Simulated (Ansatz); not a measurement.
KBr (zincblende), relaxed with r2SCAN, was run in the plane-wave code Ansatz under altered settings. All numbers are computed, without spin polarisation but where a row says otherwise.

```xyz
2
Lattice="0.0000 3.6883 3.6883 3.6883 0.0000 3.6883 3.6883 3.6883 0.0000" Properties=species:S:1:pos:R:3 pbc="T T T"
K     0.0000    0.0000    0.0000
Br    1.8441    1.8441    1.8441
```

The base run's other keys:
```yaml
kpoints:
  mp_grid: { grid: [4, 4, 4] }
hamiltonian:
  xc: hse06
scf:
  occupations: { method: fixed }
  n_extra_bands: 4
```

It takes 10 iterations with 1917 plane waves at 420 eV and 8 k points, and leaves a mean stress of +0.15 GPa. The gap over this mesh is 5.392 eV. It ran on 4 threads of Arm Neoverse N1, with other jobs on the host.

Outcomes, with energy and stress as changes against the base:
```csv
setting,outcome,ΔF (meV/atom),Δ mean stress (GPa),gap on the mesh (eV),iterations,wall time
"PBE hybrid, exx coeff 0.3, omega 0.3 1/Å",converged,–,0.0,5.343,11,13 s
"PBE hybrid, exx coeff 1.0, omega 0.1 1/Å",converged,–,-0.4,10.410,18,18 s
"PBE hybrid, exx coeff 0.35, unscreened",converged,–,-0.1,6.876,12,13 s
"PBE hybrid, exx coeff 0.5, omega 0.3 1/Å",converged,–,-0.1,6.078,14,15 s
"PBE hybrid, exx coeff -0.2, omega 0.1 1/Å",refused,–,–,–,–,0.03 s
scf.occupations: gaussian 0.05,converged,0.0,0.0,5.392,10,13 s
```
A dash marks a value that wasn't obtained or can't be compared. Stress is positive in compression. The base took 13 s.

- PBE hybrid, exx coeff 0.3, omega 0.3 1/Å. That is 30 % exact exchange, screened with ω = 0.3 1/Å, against HSE06's 25 % screened at 0.208 1/Å. The mean stress moves by 0.0 GPa and the gap on the mesh by -0.049 eV (to 5.343). Totals of different functionals aren't comparable.
- PBE hybrid, exx coeff 1.0, omega 0.1 1/Å. That is 100 % exact exchange, screened with ω = 0.1 1/Å, against HSE06's 25 % screened at 0.208 1/Å. The mean stress moves by -0.4 GPa and the gap on the mesh by +5.018 eV (to 10.410). Totals of different functionals aren't comparable. The program warns that on this mesh the truncation of the exchange isn't bounded, so part of the change can be an error of the mesh.
- PBE hybrid, exx coeff 0.35, unscreened. That is 35 % exact exchange, at all ranges, against HSE06's 25 % screened at 0.208 1/Å. The mean stress moves by -0.1 GPa and the gap on the mesh by +1.484 eV (to 6.876). Totals of different functionals aren't comparable.
- PBE hybrid, exx coeff 0.5, omega 0.3 1/Å. That is 50 % exact exchange, screened with ω = 0.3 1/Å, against HSE06's 25 % screened at 0.208 1/Å. The mean stress moves by -0.1 GPa and the gap on the mesh by +0.686 eV (to 6.078). Totals of different functionals aren't comparable.
- PBE hybrid, exx coeff -0.2, omega 0.1 1/Å. The input is refused before any iteration. Error: invalid value for `hamiltonian.xc.exx.coeff`: must be finite and in (0, 1]; got -0.2

Within 1 meV an atom, 0.1 GPa and 0.005 eV of the base stay: scf.occupations: gaussian 0.05.

Spin-orbit coupling is left out.

The program warns that its thresholds are loose for a hybrid's stress.

The meshes of the hybrids are coarse, so their gaps aren't converged to the digits shown.
